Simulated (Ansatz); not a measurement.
The system is Ag2O.

```xyz
6
Lattice="4.7180 0.0000 0.0000 0.0000 4.7180 0.0000 0.0000 0.0000 4.7180" Properties=species:S:1:pos:R:3 pbc="T T T"
Ag    3.5385    1.1795    3.5385
Ag    3.5385    3.5385    1.1795
Ag    1.1795    3.5385    3.5385
Ag    1.1795    1.1795    1.1795
O     2.3590    2.3590    2.3590
O     0.0000    0.0000    0.0000
```

A run of Ansatz 0.2.0 on this cell left the log below. Logs are shortened: lines on timing, memory, paths and dates and some standing lists are left out, and cuts for length are marked.

```text
Warning: RAYON_NUM_THREADS=2 ignored (pool sized by the plan → 2); use --threads N
Engine: ansatz 0.2.0, x86_64-unknown-linux-gnu
Pseudopotentials: kind: paw
Pseudopotential: Ag, paw, valence charge 19, recommended cutoff 420 eV (normal), Ag.paw.azcp
Pseudopotential: O, paw, valence charge 6, recommended cutoff 420 eV (normal), O.paw.azcp
Functional definition: PBEsol
  exchange = pbesol_x
  correlation = pbesol_c
Crystal: 6 atoms, lattice volume = 105.020 Å³
Basis set: ecut = 420 eV, 2103 PW (Γ), exchange–correlation on 64×64×64 points (8 copies of the dense FFT grid, shifted against one another)
Bands: 53, of which v1, the nominal top of the filled ones, is band 44 counted from 1 (43 counted from 0)
Symmetry: 48 space group operations
Space group: Pn-3m (ITA 224), of the structure as read, at distance tolerance 4.7e-5 Å
[... 109 lines left out ...]
  E_closure    = 0.000000  (closes the sum)
  Σ components = -31205.553717   (vs F -31205.553717, Δ=0.00e0)
--- Forces (eV/Å), atoms counted from 1 ---
  atom   1  Ag    -0.00000000    -0.00000000    -0.00000000
  atom   2  Ag     0.00000000     0.00000000    -0.00000000
  atom   3  Ag    -0.00000000     0.00000000     0.00000000
  atom   4  Ag    -0.00000000     0.00000000    -0.00000000
  atom   5  O     -0.00000000    -0.00000000    -0.00000000
  atom   6  O      0.00000000     0.00000000     0.00000000
  max |Σ_I F_I| component: 4.63e-18 eV/Å
--- Stress (GPa, compression-positive) ---
        9.998376       0.000000      -0.000000
        0.000000       9.998376      -0.000000
       -0.000000      -0.000000       9.998376
  P = ⅓ Tr σ = 9.9984 GPa (99.984 kbar)
--- Band table (eV; the first three rows and the last of 10) ---
  k-point 0: bands = ["-78.6520", "-78.6476", "-78.6476", "-78.6476", "-42.3338", "-42.2883", "-42.2883", "-42.2883", "-42.1317", "-42.1317", "-42.1083", "-42.1083", "-42.1083", "-42.0977", "-42.0977", "-42.0977", "-7.1281", "-6.1528", "4.7398", "4.7398", "4.7398", "7.2701", "7.7895", "7.7895", "8.0311", "8.0311", "8.0311", "8.2559", "8.2559", "8.2559", "9.1641", "9.1641", "9.3636", "9.3636", "9.3636", "9.6031", "9.6031", "9.6031", "9.8528", "9.8528", "9.8528", "12.7482", "12.7482", "12.7482", "12.9103", "14.2340", "14.2340", "20.4179", "20.4179", "20.4179", "21.3907", "21.4839", "21.4839"]
  k-point 1: bands = ["-78.6516", "-78.6480", "-78.6476", "-78.6476", "-42.3294", "-42.2926", "-42.2881", "-42.2881", "-42.1295", "-42.1285", "-42.1105", "-42.1076", "-42.1076", "-42.1010", "-42.0985", "-42.0985", "-7.0417", "-6.2538", "4.8920", "4.8920", "4.9613", "7.2930", "7.3124", "7.3124", "7.5209", "7.9120", "8.0913", "8.3328", "8.5936", "8.5936", "9.2075", "9.2380", "9.2406", "9.4435", "9.4435", "9.4471", "9.6260", "9.7607", "9.7607", "10.0114", "10.0114", "11.5028", "12.5987", "12.5987", "13.3454", "14.8664", "15.2782", "19.6185", "20.2744", "20.2744", "20.3220", "21.0104", "21.0104"]
  k-point 2: bands = ["-78.6505", "-78.6491", "-78.6476", "-78.6476", "-42.3180", "-42.3039", "-42.2880", "-42.2880", "-42.1236", "-42.1201", "-42.1164", "-42.1096", "-42.1061", "-42.1061", "-42.1003", "-42.1003", "-6.8096", "-6.5094", "5.2556", "5.2556", "5.5724", "6.4320", "6.5403", "6.5403", "7.9960", "8.1878", "8.2730", "8.5318", "8.8370", "8.8942", "8.8942", "8.9228", "9.2799", "9.2799", "9.3233", "9.3963", "9.4721", "9.6994", "9.6994", "10.0917", "10.7140", "10.7140", "12.2576", "12.2576", "14.3613", "15.3715", "16.3770", "18.3076", "20.0476", "20.0476", "20.4021", "20.4415", "20.4415"]
  k-point 9: bands = ["-78.6491", "-78.6487", "-78.6485", "-78.6485", "-42.3321", "-42.2913", "-42.2882", "-42.2882", "-42.1277", "-42.1277", "-42.1260", "-42.1011", "-42.1011", "-42.0996", "-42.0989", "-42.0989", "-7.0010", "-6.2629", "4.9630", "4.9630", "5.0680", "7.2112", "7.3345", "7.3345", "7.9554", "7.9554", "7.9638", "8.6127", "8.6127", "8.7331", "8.7331", "8.8073", "9.3022", "9.3118", "9.3118", "9.6267", "9.6777", "9.6777", "9.7645", "9.7645", "11.1097", "11.4910", "11.8170", "11.8170", "14.9815", "15.2075", "15.2075", "17.0213", "17.8218", "17.8218", "19.5598", "20.2591", "25.2229"]
--- Relaxed structure (5 steps of the walk, 5 accepted, 2 SCFs on fresh bases) ---
  F+E_penalty+E_count = -31205.55371677 eV   max|allowed force component| = 4.086e-17 eV/Å   (the final SCF, on the basis selected at the relaxed cell)
  cell:  # Å, volume = 95.2990 Å³
    - [4.567684470783143, 1.845682863371101e-33, -1.4765462906968805e-33]
    - [1.845682863371101e-33, 4.567684470783143, -5.135813185032629e-34]
    - [-1.4765462906968805e-33, -2.5679065925163143e-34, 4.567684470783143]
  atoms:
    - { symbol: Ag, position: [0.7500000000000001, 0.25, 0.7500000000000001] }
    - { symbol: Ag, position: [0.7500000000000001, 0.7500000000000001, 0.25] }
    - { symbol: Ag, position: [0.25, 0.7500000000000001, 0.7500000000000001] }
    - { symbol: Ag, position: [0.25, 0.25, 0.25] }
    - { symbol: O, position: [0.5, 0.5, 0.5] }
    - { symbol: O, position: [8.816622882810093e-36, 3.898936092737295e-36, -9.469675299933587e-35] }
```

What input gives this log?

Relaxation of cell and atoms with PBEsol, no spin polarisation. The files as run (others can give the same):

input.yaml
```yaml
crystal:
  lattice:
    - [4.718, 0.0, 0.0]
    - [0.0, 4.718, 0.0]
    - [0.0, 0.0, 4.718]
  atoms:
    - { symbol: Ag, position: [0.75, 0.25, 0.75] }
    - { symbol: Ag, position: [0.75, 0.75, 0.25] }
    - { symbol: Ag, position: [0.25, 0.75, 0.75] }
    - { symbol: Ag, position: [0.25, 0.25, 0.25] }
    - { symbol: O, position: [0.5, 0.5, 0.5] }
    - { symbol: O, position: [0.0, 0.0, 0.0] }
hamiltonian:
  xc: pbesol
  pseudopotentials: { kind: paw }
kpoints:
  mp_grid: { grid: [5, 5, 5] }
scf:
  occupations: { method: fermi_dirac, width: 0.05 }
output:
  forces: true
  stress: true
  eigenvalues: true
  write_density: true
  write_potential: true
  elf: true
  volumetric_format: npy
relax:
  f_tol: 0.01
  max_steps: 40
  cell: { stress_tol: 0.05, p_target: 10.0 }
```

Potentials or basis: Ansatz PAW.
Launch:
```console
$ ansatz run input.yaml --threads 2 --pin off --max-ram 5632MiB --backend cpu --events-out ev --progress --plain --runs-dir out
```

Caveat: odd divisions of the mesh miss points on the zone boundary, where band edges often lie, so the gap on the mesh can be too wide; the plane-wave basis is chosen anew once the cell has moved, so the energies of steps on either side of that aren't comparable; the pressure holds a Pulay correction of +0.3 GPa for the finite cutoff; the PAW data sets come from PBE, with cores solved anew for the run's functional, which leaves a small shift of forces and pressure.
